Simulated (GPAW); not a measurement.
Here is a GPAW 26.7.0 calculation.

Contents of run.py:

```python
from ase.calculators.mixing import SumCalculator
from ase.filters import FrechetCellFilter
from ase.io import read, write
from ase.optimize import FIRE
from dftd3.ase import DFTD3
from gpaw import GPAW, PW

atoms = read('Pb.xyz')

calc = GPAW(mode=PW(600),
            xc='RPBE',
            kpts={'size': (9, 9, 9), 'gamma': True},
            occupations={'name': 'fermi-dirac', 'width': 0.05},
            nbands=14,
            convergence={'density': 1e-05, 'forces': 0.0001},
            maxiter=150,
            txt='gpaw.txt')
atoms.calc = SumCalculator([calc, DFTD3(method='rpbe', damping='d3bj')])
opt = FIRE(FrechetCellFilter(atoms), trajectory='relax.traj', logfile='-')
done = opt.run(fmax=0.05, steps=40)
calc.write('gs.gpw')
write('result.traj', atoms)
print('Converged:', done)
print('Cell:', atoms.cell.cellpar().round(4))
print('Volume:', round(atoms.get_volume(), 4))
print(atoms.get_scaled_positions().round(5))
```

Contents of Pb.xyz:

```xyz
1
Lattice="0.0000000000 2.4750200000 2.4750200000 2.4750200000 0.0000000000 2.4750200000 2.4750200000 2.4750200000 0.0000000000" Properties=species:S:1:pos:R:3 pbc="T T T"
Pb     0.0000000000      0.0000000000      0.0000000000
```

Potentials or basis: the program's PAW data sets (release 1.2.1) made for this functional, pw.

Launch:

```bash
$ OMP_NUM_THREADS=1 python run.py
```

Problem. What does it give for the space group after relaxing (to 0.05 Å)?

Solution. Fm-3m (No. 225).

Problem. Predict the band gap on the k mesh.

Solution. None (metal or under the smearing width).

Problem. Predict the relaxed cell.

Solution. a = 3.184 Å, b = 3.184 Å, c = 3.184 Å, α = 60.00°, β = 60.00°, γ = 60.00°.

The path:
```tsv
step	energy change (eV)	largest force (eV/Å)	pressure (GPa)	volume (Å³)
1	0.0000	0.0000	-17.03	30.32
2	-0.2770	0.0000	-14.38	27.53
3	-0.5333	0.0000	-2.12	23.21
4	-0.2666	0.0000	29.51	19.38
5	-0.3528	0.0000	23.15	19.91
6	-0.4637	0.0000	13.29	20.89
7	-0.5302	0.0000	3.39	22.22
8	-0.5229	0.0000	-4.41	23.70
9	-0.5238	0.0000	-4.29	23.68
10	-0.5252	0.0000	-4.04	23.62
11	-0.5273	0.0000	-3.67	23.54
12	-0.5295	0.0000	-3.18	23.43
13	-0.5318	0.0000	-2.59	23.30
14	-0.5338	0.0000	-1.90	23.16
15	-0.5353	0.0000	-1.13	23.01
16	-0.5361	0.0000	-0.20	22.83
```

Caveat: later steps reuse the first step's grids; the volume moved by over 15 % at a fixed basis, so the end points are rough; the volume moved by -25 % from the deposited cell, more than functionals usually miss; pairwise dispersion overbinds metals, which lowers pressure and volume. Spin-orbit coupling is left out, which matters for the levels of Pb.

The cell as given is a measured one (30.32 Å³/atom); RPBE+D3(BJ) puts the equilibrium volume -24.7 % from it, thermal expansion not counted.
